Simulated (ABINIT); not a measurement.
The system is Ta.

```
CELL_PARAMETERS angstrom
-1.65128 1.65128 1.65128
1.65128 -1.65128 1.65128
1.65128 1.65128 -1.65128
ATOMIC_POSITIONS crystal
Ta 0.00000 0.00000 0.00000
```

| Property | Result |
| --- | --- |
| Program | ABINIT 10.8.3 (patched build) |
| Task | relaxation of cell and atoms |
| Functional | PBEsol |
| Potentials or basis | PseudoDojo NC SR PBEsol v0.4.1 standard |
| Cutoff | 789 eV |
| k mesh | 8 × 8 × 8 |
| Occupations | fermi-dirac, width 0.05 eV |
| Spin | no spin polarisation |

At the start: pressure -5.7 GPa; volume 18.01 Å³/atom.

Where does the relaxation end?

Over 4 steps the energy falls by 8.9 meV/atom and the volume is 17.52 Å³/atom (-2.7 %); space group Im-3m (No. 229, to 0.05 Å).

Step by step:
| step | energy change (eV) | largest force (eV/Å) | pressure (GPa) | volume (Å³) |
| --- | --- | --- | --- | --- |
| 1 | 0.0000 | 0.0000 | -5.68 | 18.01 |
| 2 | -0.0077 | 0.0000 | -2.17 | 17.70 |
| 3 | -0.0089 | 0.0000 | 0.09 | 17.51 |
| 4 | -0.0089 | 0.0000 | 0.00 | 17.52 |

Final structure:
```
CELL_PARAMETERS angstrom
-1.63621 1.63621 1.63621
1.63621 -1.63621 1.63621
1.63621 1.63621 -1.63621
ATOMIC_POSITIONS crystal
Ta 0.00000 0.00000 0.00000
```
